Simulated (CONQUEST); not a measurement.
CaF2 (Fluorite) under changes of volume

One of the cells (13.579 Å³/atom); the others are scaled copies at fixed shape and fractional positions:

```
Ca F
1.0
     3.86222    0.00000    0.00000
     0.00000    3.86222    0.00000
     0.00000    0.00000    5.46200
Ca F
2 4
Direct
  0.00000 0.00000 0.00000
  0.50000 0.50000 0.50000
  0.00000 0.50000 0.25000
  0.50000 0.00000 0.75000
  0.00000 0.50000 0.75000
  0.50000 0.00000 0.25000
```

```yaml
Program: CONQUEST 1.3
Functional: PBEsol
Potentials_or_basis: PseudoDojo NC PBEsol, DZP, grid of 48 × 48 × 60 points
k_mesh: 7 × 7 × 5
Occupations: fermi-dirac, width 0.05 eV
Spin: no spin polarisation
```

```csv
volume (Å³/atom),energy over the lowest point (meV/atom),pressure (GPa),gap on the mesh (eV)
12.764,6.18,3.9,7.60
13.036,?,?,?
13.308,0.00,-0.6,7.32
13.579,2.31,-2.2,7.19
13.851,7.15,-3.5,7.07
14.122,14.09,-4.7,6.95
14.394,23.21,-6.1,6.84
```

**Question.** What does the run at 13.036 Å³/atom give?

**Answer.** Energy over the lowest point 1.24 meV/atom; pressure 1.9 GPa; gap on the mesh 7.46 eV.

Worked out: A Birch-Murnaghan fit of order 3 (a polynomial in V^(-2/3)) to the other rows has its minimum at 13.26 Å³/atom with B0 = V·E''(V) = 97 GPa (rough, since the energies scatter). It gives 1.17 meV/atom at 13.036 Å³/atom, against the run's 1.24, and -dE/dV = 1.7 GPa, against 1.9. A straight line through the other rows of the gap, of slope -6.32 eV per unit of ln V, gives 7.46 eV, against the run's 7.46.

Energies are extrapolated to zero smearing.

Caveats: an odd mesh through Γ misses points on the zone boundary, where band edges often lie; the basis of atomic orbitals isn't converged, which shifts pressures, moduli and gaps; the real-space grid breaks the cell's symmetry a little (some runs).
